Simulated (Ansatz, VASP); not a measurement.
**AlN: VASP beside Ansatz**

```
Al N
1.0
     3.37307    0.00000    0.00000
    -1.68653    2.92116    0.00000
     0.00000    0.00000    4.04094
Al N
2 2
Direct
  0.33333 0.66667 0.75000
  0.66667 0.33333 0.25000
  0.33333 0.66667 0.25000
  0.66667 0.33333 0.75000
```

Alike in both runs: task single point; functional PBE; k mesh 9 × 9 × 6; occupations gaussian, width 0.05 eV; no spin polarisation.

|  | VASP | Ansatz |
| --- | --- | --- |
| version | VASP 6.6.1 | Ansatz 0.2.0 |
| potentials or method | VASP PAW PBE potentials, release 64 (Al, N) | scalar-relativistic, plane waves, PAW |
| plane-wave cutoff (eV) | 520 | 520 |
| valence electrons in the cell | 16 | 16 |

```csv
,VASP,Ansatz,Ansatz less VASP
gap on the k mesh at the Fermi level (eV),3.42,3.41,-0.008
least direct gap on the mesh (eV),3.42,3.41,-0.008
pressure (GPa),-0.6,-0.5,+0.14
largest component of the traceless stress (GPa),6.92,6.79,-0.128
```
